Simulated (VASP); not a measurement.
CoO, 2 atoms in the cell. It takes space group Pm-3m (No. 221, cubic). The conventional cell has a = 2.571 Å, b = 2.571 Å, c = 2.571 Å, α = 90.00°, β = 90.00°, γ = 90.00°. Co (site symmetry m-3m) has 8 O at 2.23 Å as nearest neighbours. O (site symmetry m-3m) is surrounded by 8 Co at 2.23 Å. Measurements of this composition are mostly on another form, of space group No. 225.

| Property | Result |
| --- | --- |
| Program | VASP 6.6.1 |
| Task | single point |
| Functional | LDA |
| Potentials or basis | VASP PAW LDA potentials, release 64 (Co, O) |
| Cutoff | 520 eV |
| k mesh | 7 × 7 × 7 |
| Occupations | gaussian, width 0.05 eV |
| Spin | no spin polarisation |
| Hubbard terms | Co d U = 4 eV |
| Further INCAR settings | ALGO = Fast; EDIFF = 1e-06 |

Potentials or basis: VASP PAW LDA potentials, release 64 (Co, O).

Run with:

```console
$ cat potpaw_LDA.64/Co/POTCAR potpaw_LDA.64/O/POTCAR > POTCAR
$ mpirun -np 1 vasp_std > vasp.out
```

Hardware: 1 thread of AMD EPYC 7R43 64-Core Processor (Zen 3) (shared host).

Task: How long does it take, and how much memory?

Result: Run time: 13 s on 1 thread of AMD EPYC 7R43 64-Core Processor (Zen 3), with other jobs on the host, peak memory 0.08 GiB. Counts: scf iterations 34, k points 20.
